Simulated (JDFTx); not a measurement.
The system is MnS.

```
Mn S
1.0
     0.00000    2.60450    2.60450
     2.60450    0.00000    2.60450
     2.60450    2.60450    0.00000
Mn S
1 1
Direct
  0.00000 0.00000 0.00000
  0.50000 0.50000 0.50000
```

* Program: JDFTx 1.7.0 (patched build)
* Task: single point
* Functional: PBEsol
* Potentials or basis: PseudoDojo-SR-PBEsol-0.4.1-standard with smoothed tails
* Cutoff: 1306 eV
* Density cutoff: 10449 eV
* k mesh: 9 × 9 × 9
* Occupations: fermi-dirac, width 0.05 eV
* Spin: collinear spin, ferromagnetic start
* Starting moments: [4.0, 0.0] μB

On this cell: pressure -6.7 GPa; largest force zero by symmetry; net moment 4.72 μB per cell; site moments Mn +4.47; S +0.21 μB; band gap on the k mesh none (metal or under the smearing width).

The same run follows on a disturbed copy (atoms moved at random, drawn with an rms of 0.05 Å):

```
Mn S
1.0
     0.00000    2.60450    2.60450
     2.60450    0.00000    2.60450
     2.60450    2.60450    0.00000
Mn S
1 1
Direct
  0.00369 0.00203 0.98863
  0.50638 0.51126 0.48776
```

Question: What does the disturbed cell give?

Answer: The energy (extrapolated to zero smearing) moves by +0.8 meV/atom; pressure -6.7 GPa; largest force 0.089 eV/Å; net moment 4.72 μB per cell; site moments Mn +4.47; S +0.21 μB; band gap on the k mesh none (metal or under the smearing width).

Forces in eV/Å, atoms in the order of the input:
```
Mn   0.050  0.011  0.072
S   -0.050 -0.011 -0.072
```

Caveats: a cell with one magnetic atom can't hold antiferromagnetic order, which such compounds often take; semilocal functionals often make such compounds metallic where correlation or magnetic order opens a gap, which also shifts bond lengths.
